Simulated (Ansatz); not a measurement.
## CaSe under changes of volume

One of the cells (25.829 Å³/atom); the others are scaled copies at fixed shape and fractional positions:

```
Se Ca
1.0
     0.00000    2.95600    2.95600
     2.95600    0.00000    2.95600
     2.95600    2.95600    0.00000
Se Ca
1 1
Direct
  0.50000 0.50000 0.50000
  0.00000 0.00000 0.00000
```

* Program: Ansatz 0.2.0
* Functional: LDA
* Potentials or basis: all-electron LAPW, scalar-relativistic
* Cutoff: 170 eV (chosen from the basis error)
* Basis error allowed: 0.001 eV/atom
* k mesh: 8 × 8 × 8
* Occupations: fermi-dirac, width 0.05 eV
* Spin: no spin polarisation

| volume (Å³/atom) | energy over the lowest point (meV/atom) | pressure (GPa) | gap on the mesh (eV) |
| --- | --- | --- | --- |
| 24.280 | 0.00 | 0.0 | 1.71 |
| 24.796 | 1.91 | -1.2 | 1.77 |
| 25.313 | ? | ? | ? |
| 25.829 | 15.95 | -3.1 | 1.87 |
| 26.346 | 27.38 | -4.0 | 1.92 |
| 26.863 | 41.35 | -4.7 | 1.96 |
| 27.379 | 57.60 | -5.4 | 2.00 |

**Question.** What does the run at 25.313 Å³/atom give?

**Answer.** Energy over the lowest point 7.35 meV/atom; pressure -2.2 GPa; gap on the mesh 1.83 eV.

Worked out: A Birch-Murnaghan fit of order 3 (a polynomial in V^(-2/3)) to the other rows has its minimum at 24.28 Å³/atom, just outside them, with B0 = V·E''(V) = 57 GPa and B' = 4.1. It gives 7.36 meV/atom at 25.313 Å³/atom, against the run's 7.35, and -dE/dV = -2.2 GPa, against -2.2. A straight line through the other rows of the gap, of slope 2.42 eV per unit of ln V, gives 1.82 eV, against the run's 1.83.

Energies are extrapolated to zero smearing.

A mesh can miss the band edges. Spin-orbit coupling on Se is left out.
